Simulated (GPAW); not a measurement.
Runs of GPAW 26.7.0 on ZnS (Wurtzite-2H). It takes space group P6_3mc (No. 186, hexagonal). Conventional cell: a = 3.811 Å, b = 3.811 Å, c = 6.234 Å, α = 90.00°, β = 90.00°, γ = 120.00°. Zn (site symmetry 3m) is surrounded by 4 S at 2.31 to 2.40 Å. S (site symmetry 3m) is surrounded by 4 Zn at 2.31 to 2.40 Å. 

```tsv
task	level	potentials or basis	cell	eigensolver	optimizer	fmax	max steps	data set	gap on the mesh (eV)	pressure (GPa)	V0 of scaled cells (Å³/atom)	relaxed volume (Å³/atom)	B0 (GPa)	largest force (eV/Å)
relaxation of cell and atoms	BLYP	PAW data sets generated in the run's folder for this functional, pw	relaxed	davidson	BFGS	0.02 eV/Å	40	-	1.84	0.0	-	(b)	-	0.01
relaxation of cell and atoms	BLYP+D3(BJ)	PAW data sets generated in the run's folder for this functional, pw	relaxed	davidson	BFGS	0.05 eV/Å	100	-	2.25	0.2	-	19.33	-	0.01
equation of state	LDA	JTH PAW 2.0, LDA, pw	as given	-	-	-	-	S jth, Zn jth	-	-	(c)	-	89	-
relaxation of cell and atoms	OLYP	PAW data sets generated in the run's folder for this functional, pw	relaxed to -1 GPa	davidson	BFGS	0.02 eV/Å	100	-	2.28	-1.0	-	-	-	0.01
relaxation of cell and atoms	BLYP+D4	PAW data sets generated in the run's folder for this functional, pw	relaxed to 10 GPa	davidson	BFGS	0.05 eV/Å	40	-	2.68	9.9	-	-	-	0.03
relaxation of cell and atoms	rSCAN+D3(BJ)	GPAW PAW data sets (gpaw-data 1.2.1), pw	relaxed	-	FIRE	0.02 eV/Å	40	-	2.89	0.0	-	(a)	-	0.02
band structure	BEEF-vdW	GPAW PAW data sets (gpaw-data 1.2.1), pw	as given	-	-	-	-	-	2.46	-	-	-	-	0.35
equation of state	LDA	PAW data sets generated in the run's folder for this functional, pw	as given	-	-	-	-	-	-	-	18.55	-	(d)	-
```

Alike in all rows: no spin polarisation; k mesh 6 × 6 × 3; cutoff (eV) 600; smearing fermi-dirac 0.05 eV.

Problem. Fill in the values left out.

Solution. (a) 19.12; (b) 21.15; (c) 18.59; (d) 86.

Caveats: later steps reuse the first step's grids (some runs); the cell was scaled at fixed shape and fractional positions, which overstates the stiffness of a crystal with free parameters, most of all of layers and chains (some runs); the PAW data sets were made with another functional, which shifts forces and pressure a little (some runs); the program truncates these outside data sets (some runs).

Runs at the PBE level aren't shown here.
